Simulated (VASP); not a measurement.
Zn:

```
Zn
1.0
     0.00000    1.96478    1.96478
     1.96478    0.00000    1.96478
     1.96478    1.96478    0.00000
Zn
1
Direct
  0.00000 0.00000 0.00000
```

This isn't the form of Zn at room conditions, which is hcp.

Base run:

- Program: VASP 6.6.1
- Functional: PBEsol
- Potentials or basis: VASP PAW PBE potentials, release 64 (Zn)
- Cutoff: 520 eV
- k mesh: 12 × 12 × 12
- Occupations: gaussian, width 0.1 eV
- Spin: no spin polarisation

Its results: band gap on the k mesh none (metal or under the smearing width); pressure -4.9 GPa.

Question: The run is repeated on the same cell with these changes: functional from PBEsol to PBE; further incar settings from ALGO = Fast; EDIFF = 1.00e-06 to ALGO = Normal; EDIFF = 1.00e-07. What comes out?

Answer: Band gap on the k mesh none (metal or under the smearing width); pressure 0.1 GPa.

Caveats: the PAW data sets were made with another functional, which shifts forces and pressure a little (some runs).
